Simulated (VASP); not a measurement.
# GaN (Fm-3m) in VASP: notebook

Runs on GaN. Level: PBE. Tasks: single point.

All numbers are computed with VASP 6.6.1; they aren't measurements. Logs are shortened: lines on timing, memory, paths and dates and some standing lists are left out, and cuts for length are marked.

**1. The structure**

The structure is cubic, space group Fm-3m (No. 225). The conventional cell has a = 4.270 Å, b = 4.270 Å, c = 4.270 Å, α = 90.00°, β = 90.00°, γ = 90.00°. Ga (site symmetry m-3m) is surrounded by 6 N at 2.14 Å. N (site symmetry m-3m) has 6 Ga at 2.14 Å as nearest neighbours.

Measurements of this composition are mostly on another form, of space group No. 186.

**2. Single point, PBE**

INCAR reads:

```
SYSTEM = GaN
  PREC = Accurate
  ENCUT = 500
  EDIFF = 1E-6
  ISMEAR = 0
  SIGMA = 0.02
  LREAL = .FALSE.
  LASPH = .TRUE.
  NELM = 100
  ALGO = Normal
  ISIF = 2
  LWAVE = .FALSE.
  LCHARG = .TRUE.
  GGA = PE
  LELF = .TRUE.
  LVHAR = .TRUE.
  NBANDS = 16
```

KPOINTS reads:

```
Automatic mesh
0
G
  7 7 7
  0 0 0
```

POSCAR reads:

```
GaN
1.0
    0.0000000000      2.1352350000      2.1352350000
    2.1352350000      0.0000000000      2.1352350000
    2.1352350000      2.1352350000      0.0000000000
Ga N
1 1
Direct
    0.0000000000      0.0000000000      0.0000000000
    0.5000000000      0.5000000000      0.5000000000
```

Potentials or basis: VASP PAW PBE potentials, release 64 (Ga_d_GW, N_GW).

Launch:

```
$ cat potpaw_PBE.64/Ga_d_GW/POTCAR potpaw_PBE.64/N_GW/POTCAR > POTCAR
$ mpirun -np 1 vasp_std > vasp.out
```

OUTCAR:

```text
SYSTEM = GaN
   PREC = Accurate
   ENCUT = 500
   EDIFF = 1E-6
   ISMEAR = 0
   LREAL = .FALSE.
   LASPH = .TRUE.
   NELM = 100
   ISIF = 2
   GGA = PE

 ion  position               nearest neighbor table
   1  0.000  0.000  0.000-   2 2.14   2 2.14   2 2.14   2 2.14   2 2.14   2 2.14
   2  0.500  0.500  0.500-   1 2.14   1 2.14   1 2.14   1 2.14   1 2.14   1 2.14

  LATTYP: Found a face centered cubic cell.
 ALAT       =     4.2704700000

  Lattice vectors:

 A1 = (   0.0000000000,   2.1352350000,   2.1352350000)
 A2 = (   2.1352350000,   0.0000000000,   2.1352350000)
 A3 = (   2.1352350000,   2.1352350000,   0.0000000000)

Analysis of symmetry for initial positions (statically):
=====================================================================
 Subroutine PRICEL returns:
 Original cell was already a primitive cell.

 Routine SETGRP: Setting up the symmetry group for a
 face centered cubic supercell.

 Subroutine GETGRP returns: Found 48 space group operations
 (whereof 48 operations were pure point group operations)
 out of a pool of 48 trial point group operations.

The static configuration has the point symmetry O_h .

Analysis of symmetry for dynamics (positions and initial velocities):
=====================================================================
 Subroutine PRICEL returns:
 Original cell was already a primitive cell.

 Routine SETGRP: Setting up the symmetry group for a
 face centered cubic supercell.

 Subroutine GETGRP returns: Found 48 space group operations
 (whereof 48 operations were pure point group operations)
 out of a pool of 48 trial point group operations.

The dynamic configuration has the point symmetry O_h .

 Subroutine INISYM returns: Found 48 space group operations
 (whereof 48 operations are pure point group operations),
 and found     1 'primitive' translations

----------------------------------------------------------------------------------------

                                     Primitive cell

  volume of cell :      19.4700

  direct lattice vectors                    reciprocal lattice vectors
     0.000000000  2.135235000  2.135235000    -0.234166263  0.234166263  0.234166263
     2.135235000  0.000000000  2.135235000     0.234166263 -0.234166263  0.234166263
     2.135235000  2.135235000  0.000000000     0.234166263  0.234166263 -0.234166263

  length of vectors
     3.019678296  3.019678296  3.019678296     0.405587864  0.405587864  0.405587864

  position of ions in fractional coordinates (direct lattice)
     0.000000000  0.000000000  0.000000000
     0.500000000  0.500000000  0.500000000
[... 74 lines left out ...]
   EDIFFG = 0.1E-04   stopping-criterion for IOM
   NSW    =      0    number of steps for IOM
   IBRION =     -1    ionic relax: 0-MD 1-quasi-New 2-CG
   NFREE  =      0    steps in history (QN), initial steepest desc. (CG)
   ISIF   =      2    stress and relaxation
   ISYM   =      2    0-nonsym 1-usesym 2-fastsym
   POTIM  = 0.5000    time-step for ionic-motion
   TEBEG  =    0.0;   TEEND  =   0.0 temperature during run
   PSTRESS=    0.0 pullay stress
   NELECT =      18.0000    total number of electrons
   NUPDOWN=      -1.0000    fix difference up-down
   EMIN   =  10.00;   EMAX   =-10.00  energy-range for DOS
   EFERMI =   0.00;   METHOD = LEGACY
   ISMEAR =     0;   SIGMA  =   0.02  broadening in eV -4-tet -1-fermi 0-gaus
   EFERMI_NEDOS =   21; number of points for ismear=-14 and -15
   IALGO  =     38    algorithm
   IMIX   =      4    mixing-type and parameters
     AMIX     =   0.40;   BMIX     =  1.00
     AMIX_MAG =   1.60;   BMIX_MAG =  1.00
  volume/ion in A,a.u.               =       9.74        65.70
  Fermi-wavevector in a.u.,A,eV,Ry     =   1.594814  3.013761 34.605481  2.543431
  Thomas-Fermi vector in A             =   2.692830
   LORBIT       =      0    0 simple, 1 ext, 2 COOP (PROOUT), +10 PAW based schemes
   GGA     = PE    functional components
   LHFCALC =     F    Hartree Fock is set to
   AEXX    =    0.0000 exact exchange contribution
   IVDW    =     0    specifies the selected vdW correction
   LEPSILON=     F    determine dielectric tensor
   LRPA    =     F    only Hartree local field effects (RPA)
 non-spin polarized calculation
 Gauss-broadening in eV      SIGMA  =   0.02
  energy-cutoff  :      500.00
  volume of cell :       19.47
 maximum number of plane-waves:       531
 NGX is ok and might be reduce to    24
   NGX = 11   NGY = 11   NGZ = 11

 number of electron      18.0000007 magnetization

 Free energy of the ion-electron system (eV)
  ---------------------------------------------------
  ext. energy  EPLUGINS =         0.00000000
  ---------------------------------------------------
  free energy    TOTEN  =       -11.20791807 eV

  energy without entropy =      -11.20791807  energy(sigma->0) =      -11.20791807

 E-fermi :   7.4873     XC(G=0): -13.1066

 val. band max:        7.2675776399   @ k =  -0.1429   0.1429   0.0000
 cond. band min:       8.0767329485   @ k =   0.4286   0.4286   0.0000
 fundamental gap:      0.8091553086
 Fermi energy:         7.4872839806

 k-point     1 :       0.0000    0.0000    0.0000
  band No.  band energies     occupation
      1      -9.6877      2.00000
      2      -6.7648      2.00000
      3      -6.7648      2.00000
      4      -6.7648      2.00000
      5      -6.6773      2.00000
      6      -6.6773      2.00000
[... 357 lines left out ...]
      3      -6.7331      2.00000
      4      -6.7091      2.00000
      5      -6.5235      2.00000
      6      -4.1958      2.00000
[... 8 lines left out ...]
     15      26.7067      0.00000
     16      34.2991      0.00000

------------------------ aborting loop because EDIFF is reached ----------------------------------------

  FORCE on cell =-STRESS in cart. coord.  units (eV):
  Direction    XX          YY          ZZ          XY          YZ          ZX
  --------------------------------------------------------------------------------------
  -------------------------------------------------------------------------------------
  Total       -0.0837640     -0.0837640     -0.0837640     -0.0000000     -0.0000000      0.0000000
  in kB       -6.8928831     -6.8928831     -6.8928831     -0.0000000     -0.0000000      0.0000000
  external PRESSURE =      -6.8928831 kB  Pullay stress =       0.0000000 kB

 VOLUME and BASIS-vectors are now :
 -----------------------------------------------------------------------------
  energy-cutoff  :      500.00
  volume of cell :       19.47
      direct lattice vectors                 reciprocal lattice vectors
     0.000000000  2.135235000  2.135235000    -0.234166263  0.234166263  0.234166263
     2.135235000  0.000000000  2.135235000     0.234166263 -0.234166263  0.234166263
     2.135235000  2.135235000  0.000000000     0.234166263  0.234166263 -0.234166263

 POSITION                                       TOTAL-FORCE (eV/Angst)
 -----------------------------------------------------------------------------------
      0.00000      0.00000      0.00000         0.000000      0.000000      0.000000
      2.13524      2.13524      2.13524         0.000000      0.000000      0.000000
 -----------------------------------------------------------------------------------
    total drift:                                0.000000     -0.000000     -0.000000

  FREE ENERGIE OF THE ION-ELECTRON SYSTEM (eV)
  ---------------------------------------------------
  free  energy   TOTEN  =       -11.2079180651 eV

  energy  without entropy=      -11.2079180651  energy(sigma->0) =      -11.20791807
```

OSZICAR:

```text
N       E                     dE             d eps       ncg     rms          rms(c)
DAV:   1     0.119514339081E+03    0.11951E+03   -0.10991E+04   696   0.186E+03
DAV:   2    -0.576668354474E+01   -0.12528E+03   -0.11930E+03   712   0.369E+02
DAV:   3    -0.128889704779E+02   -0.71223E+01   -0.70635E+01   880   0.965E+01
DAV:   4    -0.130043596168E+02   -0.11539E+00   -0.11538E+00   728   0.133E+01
DAV:   5    -0.130074528936E+02   -0.30933E-02   -0.30932E-02   920   0.219E+00    0.103E+01
DAV:   6    -0.112417381918E+02    0.17657E+01   -0.45328E+00   952   0.458E+01    0.511E+00
DAV:   7    -0.112208620907E+02    0.20876E-01   -0.21397E-01   832   0.816E+00    0.327E+00
DAV:   8    -0.112086656488E+02    0.12196E-01   -0.39553E-02   784   0.325E+00    0.337E-01
DAV:   9    -0.112078187167E+02    0.84693E-03   -0.35086E-03   960   0.161E+00    0.891E-02
DAV:  10    -0.112079301958E+02   -0.11148E-03   -0.39479E-04   896   0.382E-01    0.339E-02
DAV:  11    -0.112079177444E+02    0.12451E-04   -0.39547E-05   968   0.143E-01    0.318E-03
DAV:  12    -0.112079180651E+02   -0.32070E-06   -0.38821E-06   712   0.182E-02
   1 F= -.11207918E+02 E0= -.11207918E+02  d E =-.153782E-55
```

Wall time 6.4 s (1 thread of Intel Xeon 6975P-C (Granite Rapids), shared host); peak memory 0.13 GiB.

Results:

| Property | Result |
| --- | --- |
| Free energy | -11.2079 eV |
| Pressure | -0.7 GPa |
| Band gap on the k mesh | 0.81 eV, indirect (least direct gap 2.37 eV) |

Levels at points of the mesh, in eV from the valence-band top:
| k point | band 5 | band 6 | band 7 | band 8 | band 9 | band 10 | band 11 | band 12 | band 13 | band 14 |
| --- | --- | --- | --- | --- | --- | --- | --- | --- | --- | --- |
| (0.00, 0.00, 0.00) | -13.94 | -13.94 | -0.44 | -0.44 | -0.44 | 1.93 | 14.48 | 14.48 | 14.48 | 15.41 |

Caveat: the cutoff is under 1.25 times the usual one of these potentials, so pressure, stress and relaxed cells hold a basis-set (Pulay) error; an odd mesh through Γ misses points on the zone boundary, where band edges often lie.

**3. Single point, PBE**

INCAR reads:

```
ALGO = Fast ; EDIFF = 1E-6
ENCUT = 500 ; GGA = PE
ISIF = 2 ; ISMEAR = 0
LASPH = T ; LCHARG = F
LREAL = F ; LWAVE = F
NBANDS = 16 ; NELM = 100
PREC = Accurate ; SIGMA = 0.02
```

KPOINTS reads:

```
k-points
0
Gamma
  7 7 7
```

POSCAR is that of step 2.

Potentials or basis: VASP PAW PBE potentials, release 64 (Ga_d_GW, N_GW).

Launch:

```
$ cat potpaw_PBE.64/Ga_d_GW/POTCAR potpaw_PBE.64/N_GW/POTCAR > POTCAR
$ mpirun -np 1 vasp_std > vasp.out
```

Wall time 6.3 s (1 thread of AMD EPYC 9R45 (Zen 5), shared host); peak memory 0.11 GiB.

Results (log left out):

* Free energy: -11.2079 eV
* Pressure: -0.8 GPa
* Band gap on the k mesh: 0.81 eV, indirect (least direct gap 2.37 eV)

Levels at points of the mesh, in eV from the valence-band top:
```csv
k point,band 5,band 6,band 7,band 8,band 9,band 10,band 11,band 12,band 13,band 14
"(0.00, 0.00, 0.00)",-13.94,-13.94,-0.44,-0.44,-0.44,1.93,14.48,14.48,14.48,15.41
```

Caveat: the cutoff is under 1.25 times the usual one of these potentials, so pressure, stress and relaxed cells hold a basis-set (Pulay) error; an odd mesh through Γ misses points on the zone boundary, where band edges often lie.

**4. For comparison**

An earlier run on the cell as given: functional PBE; potentials or basis VASP PAW PBE potentials, release 64 (Ga_d, N); cutoff 520 eV; k mesh 11 × 11 × 11; occupations fermi-dirac, width 0.05 eV; no spin polarisation.

- Pressure: 0.4 GPa
- Band gap on the k mesh: 0.54 eV, indirect (least direct gap 2.37 eV)
